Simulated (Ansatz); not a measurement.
**AlRu: a slab and its surfaces, (110), 3 layers**

Aim: cut a slab of AlRu (110), 3 layers from the relaxed bulk, relax it, and get surface energy and work function. Methods of the runs shown: LAPW. Companion runs by PAW are cited. Its runs: bulk in the slab's orientation (LAPW); the reference run (LAPW); atoms relaxed (LAPW); no relativity (LAPW).

Program: Ansatz 0.2.0. Level of theory: DFT PBE, with the methods named in each step. These are calculated values, not measurements.

## 1. The system as given

It takes space group Pm-3m (No. 221, cubic). Conventional cell: a = 3.004 Å, b = 3.004 Å, c = 3.004 Å, α = 90.00°, β = 90.00°, γ = 90.00°. Ru (site symmetry m-3m) has 8 Al at 2.60 Å as nearest neighbours. Al (site symmetry m-3m) is surrounded by 8 Ru at 2.60 Å.

As a file:

```cif
data_structure
_symmetry_space_group_name_H-M 'P 1'
_symmetry_Int_Tables_number 1
_cell_length_a 3.0044
_cell_length_b 4.2488
_cell_length_c 4.2488
_cell_angle_alpha 90.000
_cell_angle_beta 90.000
_cell_angle_gamma 90.000
_cell_volume 54.24
loop_
_atom_site_label
_atom_site_type_symbol
_atom_site_fract_x
_atom_site_fract_y
_atom_site_fract_z
_atom_site_occupancy
Ru1 Ru 0.00000 0.00000 0.00000 1
Ru2 Ru 0.00000 0.50000 0.50000 1
Al1 Al 0.50000 0.50000 0.00000 1
Al2 Al 0.50000 0.00000 0.50000 1
```

Atoms are numbered in the order of the input: Ru1, Ru2, Al3, Al4.

## 2. Bulk in the slab's orientation, LAPW

Input file input.yaml:

```yaml
crystal:
  lattice:
    - [0.0, 0.0, 3.004356964]
    - [3.004356964, -3.004356964, 0.0]
    - [3.004356964, 3.004356964, 0.0]
  atoms:
    - { symbol: Ru, position: [0.0, 0.0, 0.0] }
    - { symbol: Ru, position: [0.0, 0.5, 0.5] }
    - { symbol: Al, position: [0.5, 0.5, 0.0] }
    - { symbol: Al, position: [0.5, 0.0, 0.5] }
kpoints:
  mp_grid: { grid: [12, 9, 9] }
scf:
  occupations: { method: fermi_dirac, width: 0.1 }
hamiltonian:
  xc: pbe
  pseudopotentials: { kind: all_electron, lapw: { basis_error: 0.001 } }
output:
  forces: true
  stress: true
  eigenvalues: true
```

The run is started by

```
> ansatz run input.yaml --threads 2 --pin off --max-ram 4096MiB --backend cpu --events-out ev --progress --plain --runs-dir out
```

After this run come: Slab as cut, LAPW; Atoms relaxed, LAPW; No relativity, LAPW.

Q: Predict the outcome of this session. Wanted: surface energy; work function; outer layer spacing; core-level shifts among the layers (for each run or level that gives them).

The runs gave:

| quantity | value |
| --- | --- |
| surface energy (LAPW, relaxed) | 2.21 J/m² |
| work function (LAPW, relaxed) | 4.71 eV |
| outer layer spacing (LAPW) | 2.12 → 2.11 Å |
| surface energy (PAW, relaxed) | 2.21 J/m² |
| work function (PAW, relaxed) | 4.71 eV |
| outer layer spacing (PAW) | 2.12 → 2.11 Å |
| core-level shifts among the layers (PAW holes) | Ru1 +0.00, Ru3 +0.26 eV |

What this shows: By LAPW the surface costs 2.22 J/m² as cut and 2.21 J/m² relaxed. The outermost spacing changes by -0.9 % (LAPW). No relativity moves the work function by -0.04 eV (LAPW). The outermost spacing changes by -0.9 % (PAW). Thickness wasn't converged, and no reconstruction was sought.
